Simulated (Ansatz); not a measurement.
**HfO2 under changes of volume**

One of the cells (11.152 Å³/atom); the others are scaled copies at fixed shape and fractional positions:

```
Hf O
1.0
     0.00000    2.55750    2.55750
     2.55750    0.00000    2.55750
     2.55750    2.55750    0.00000
Hf O
1 2
Cartesian
  0.0000 0.0000 0.0000
  3.8363 3.8363 3.8363
  1.2788 1.2788 1.2788
```

Measurements of this composition are mostly on another form, of space group No. 14.

- Program: Ansatz 0.2.0
- Functional: r2SCAN
- Potentials or basis: Ansatz PAW
- Cutoff: 500 eV (not typed: the program's choice for these potentials)
- k mesh: 9 × 9 × 9
- Occupations: fermi-dirac, width 0.05 eV
- Spin: no spin polarisation

| volume (Å³/atom) | energy over the lowest point (meV/atom) | pressure (GPa) | gap on the mesh (eV) |
| --- | --- | --- | --- |
| 10.483 | 7.06 | 8.2 | 4.50 |
| 10.706 | 0.00 | 2.1 | 4.44 |
| 10.929 | 1.05 | -3.5 | 4.38 |
| 11.152 | 9.39 | -8.4 | 4.32 |
| 11.375 | ? | ? | ? |
| 11.598 | 45.05 | -16.9 | 4.21 |
| 11.821 | 71.11 | -20.5 | 4.15 |

Q: What does the run at 11.375 Å³/atom give?

A: Energy over the lowest point 24.27 meV/atom; pressure -12.9 GPa; gap on the mesh 4.26 eV.

Worked out: A Birch-Murnaghan fit of order 3 (a polynomial in V^(-2/3)) to the other rows has its minimum at 10.79 Å³/atom with B0 = V·E''(V) = 271 GPa and B' = 4.2. It gives 24.28 meV/atom at 11.375 Å³/atom, against the run's 24.27, and -dE/dV = -12.9 GPa, against -12.9. A straight line through the other rows of the gap, of slope -2.9 eV per unit of ln V, gives 4.26 eV, against the run's 4.26.

Energies are extrapolated to zero smearing.

Caveats: odd divisions of the mesh miss points on the zone boundary, where band edges often lie, so the gap on the mesh can be too wide; spin-orbit coupling is left out, which moves the levels of the heavy elements; the PAW data sets come from PBE, with cores solved anew for the run's functional, which leaves a small shift of forces and pressure.

A mesh can miss the band edges.
